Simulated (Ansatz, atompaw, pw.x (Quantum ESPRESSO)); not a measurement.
pw.x on fcc Ru: one setting changed

Potential: PAW, atompaw 4.2.0.5, PBEsol; core [Ar] 3d10, reference 4s2 4p6 4d7 5s1 5p0; waves: 4s (bound): rc 1.45 bohr; 5s (bound): rc 2.30 bohr; 4p (bound): rc 1.65 bohr; 5p (bound, empty): rc 1.75 bohr; 4d (bound): rc 2.30 bohr; 4d channel at 1.75 Ry: rc 2.30 bohr; local part: bessel scheme, radius 1.70 bohr; core correction: smooth core density matched at 1.70 bohr; augmentation: sinc compensation charge, radius 2.20 bohr; PAW radius 2.30 bohr; waves and projectors: custom rrkj gramschmidtortho.

The reference run (k-mesh 15³, cutoffs 70/700 Ry, Fermi–Dirac 0.01 Ry, mixing_beta 0.4, conv_thr 1e-9, no spin) gives 3.16 GPa at 13.350 Å³/atom, where all-electron LAPW gives 1.19 GPa. This run, with its own iteration cap, changes mixing_beta to 0.1.

```
&control
  calculation='scf', prefix='x', pseudo_dir='./', outdir='./tmp', tstress=.true., disk_io='none'
/
&system
  ibrav=0, nat=1, ntyp=1, ecutwfc=70, ecutrho=700, nbnd=16,
  occupations='smearing', smearing='fd', degauss=0.01
/
&electrons
  conv_thr=1e-09, mixing_beta=0.1, electron_maxstep=50
/
ATOMIC_SPECIES
Ru 1.0 Ru.UPF
CELL_PARAMETERS angstrom
  0.00000000 1.88285593 1.88285593
  1.88285593 0.00000000 1.88285593
  1.88285593 1.88285593 0.00000000
ATOMIC_POSITIONS crystal
Ru 0.0000 0.0000 0.0000
K_POINTS automatic
15 15 15 0 0 0
```

```bash
pw.x < Ru.scf.in > Ru.scf.out
```

Task: How does the run end?

Result: It converges in 28 iterations; the free energy moves by +0.0 meV/atom and the pressure by +0.01 GPa. The result is that of the reference run.

```
Message from routine setup:
     using ibrav=0 with symmetry is DISCOURAGED, use correct ibrav instead
     lattice parameter (alat)  =       5.0319  a.u.
     unit-cell volume          =      90.0903 (a.u.)^3
     number of electrons       =        16.00
     number of Kohn-Sham states=           16
     kinetic-energy cutoff     =      70.0000  Ry
     charge density cutoff     =     700.0000  Ry
     scf convergence threshold =      1.0E-09
     Exchange-correlation= SLA PW PSX PSC
     number of k points=   120  Fermi-Dirac smearing, width (Ry)=  0.0100
     iteration #  1     ecut=    70.00 Ry     beta= 0.10
     total energy              =    -427.06342338 Ry
     estimated scf accuracy    <       0.10574991 Ry
     iteration #  2     ecut=    70.00 Ry     beta= 0.10
     total energy              =    -427.02319718 Ry
     estimated scf accuracy    <       0.06651404 Ry
     iteration #  3     ecut=    70.00 Ry     beta= 0.10
     total energy              =    -427.04279464 Ry
     estimated scf accuracy    <       0.00494213 Ry
     [... 22 iterations left out ...]
     iteration # 26     ecut=    70.00 Ry     beta= 0.10
     total energy              =    -427.04555715 Ry
     estimated scf accuracy    <       0.00000004 Ry
     iteration # 27     ecut=    70.00 Ry     beta= 0.10
     total energy              =    -427.04555716 Ry
     estimated scf accuracy    <          6.8E-09 Ry
     iteration # 28     ecut=    70.00 Ry     beta= 0.10
     the Fermi energy is    23.0269 ev
!    total energy              =    -427.04555716 Ry
     estimated scf accuracy    <          2.5E-10 Ry
     smearing contrib. (-TS)   =      -0.00444694 Ry
     The total energy is F=E-TS. E is the sum of the following terms:
     one-electron contribution =     -27.10014506 Ry
     hartree contribution      =      34.02922542 Ry
     xc contribution           =     -20.60503447 Ry
     ewald contribution        =    -164.93783418 Ry
     one-center paw contrib.   =    -248.42732194 Ry
     convergence has been achieved in  28 iterations
          total   stress  (Ry/bohr**3)                   (kbar)     P=       31.68
     Message from routine punch:
     Nothing written, as per user request (disk_io='none')
```

The run took about 38 s on one core of a shared host (AMD EPYC 9R45 96-Core Processor, 96 threads, 376 GiB, load 20).
